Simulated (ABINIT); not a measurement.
A calculation with ABINIT 10.8.3 (patched build) of BN (ASE script, structure typed inline):

Contents of run.py:

```python
import json, os
import numpy as np
from ase.units import GPa
from ase.calculators.abinit import Abinit, AbinitProfile
from ase import Atoms

atoms = Atoms(['N', 'N', 'B', 'B'],
              cell=[[2.49824, 0.0, 0.0], [-1.24912, 2.1635393048, 0.0], [0.0, 0.0, 6.6357]],
              scaled_positions=[[0.6666666667, 0.3333333333, 0.25], [0.3333333333, 0.6666666667, 0.75], [0.6666666667, 0.3333333333, 0.75], [0.3333333333, 0.6666666667, 0.25]],
              pbc=True)

profile = AbinitProfile(command='abinit', pp_paths=[os.path.abspath('pseudos')])
params = dict(
    pps='pawxml', xc='PBE',
    ecut=707.496,
    pawecutdg=1306.1465,
    pawovlp=30,
    kptopt=1,
    ngkpt=[12, 12, 4],
    nshiftk=1,
    shiftk=[0.0, 0.0, 0.0],
    ixc=11,
    nband=12,
    occopt=3,
    tsmear=0.05,
    nstep=100,
    tolvrs=1e-09,
    prtwf=0,
    prtden=0,
)

atoms.calc = Abinit(profile=profile, directory='run', **params)
energy = atoms.get_potential_energy()
forces = atoms.get_forces()
stress = atoms.get_stress()
print(f'energy {energy:.6f} eV')
print('forces (eV/A)')
print(np.round(forces, 5))
print('stress (GPa, Voigt, tension positive)', np.round(stress / GPa, 4))
json.dump(dict(energy=energy, forces=forces.tolist(), stress=stress.tolist(), cell=atoms.cell.tolist(), frac=atoms.get_scaled_positions(wrap=False).tolist()), open('results.json', 'w'))
```

Potentials or basis: JTH PAW PBE v2.0.

Launch:

```bash
$ python run.py
```

Write the same calculation in another form: native input, structure typed inline.

As run:

The input run.abi:

```
# Pseudopotentials
pp_dirpath "./"
pseudos "N.GGA_PBE-JTH.xml, B.GGA_PBE-JTH.xml"

# Structure
acell 3*1.0 Angstrom
rprim
     2.4982400000     0.0000000000     0.0000000000
    -1.2491200000     2.1635393048     0.0000000000
     0.0000000000     0.0000000000     6.6357000000
ntypat 2
znucl 7 5
natom 4
typat 1 1 2 2
xred
     0.6666666667     0.3333333333     0.2500000000
     0.3333333333     0.6666666667     0.7500000000
     0.6666666667     0.3333333333     0.7500000000
     0.3333333333     0.6666666667     0.2500000000

# Plane-wave basis
ecut 26.0
pawecutdg 48.0
pawovlp 30

# k points
kptopt 1
ngkpt 12 12 4
nshiftk 1
shiftk 0.0 0.0 0.0

# Exchange and correlation
ixc 11

# Bands and occupations
nband 12
occopt 3
tsmear 0.00183747

# SCF cycle
nstep 100
tolvrs 1.0e-9

# Output
iomode 3
prtwf 0
prteig 0
prtebands 0
enunit 2
prtden 1
prtvha 1
prtvclmb 1
prtpot 1
```

Potentials or basis: JTH PAW PBE v2.0.

Command:

```console
$ abinit run.abi > log 2>&1
```

Both were run:

|  | ASE script, structure typed inline | native input, structure typed inline |
| --- | --- | --- |
| Pressure | 5.3 GPa | 5.3 GPa |
| Band gap on the k mesh | 4.28 eV, indirect (least direct gap 4.65 eV) | 4.28 eV, indirect (least direct gap 4.65 eV) |

Keys that steer only the numerical path or the files written may differ.

Caveat: this functional lacks dispersion, which binds the layers, so the pressure and a relaxed spacing across them are unreliable; the atomic spheres overlap.
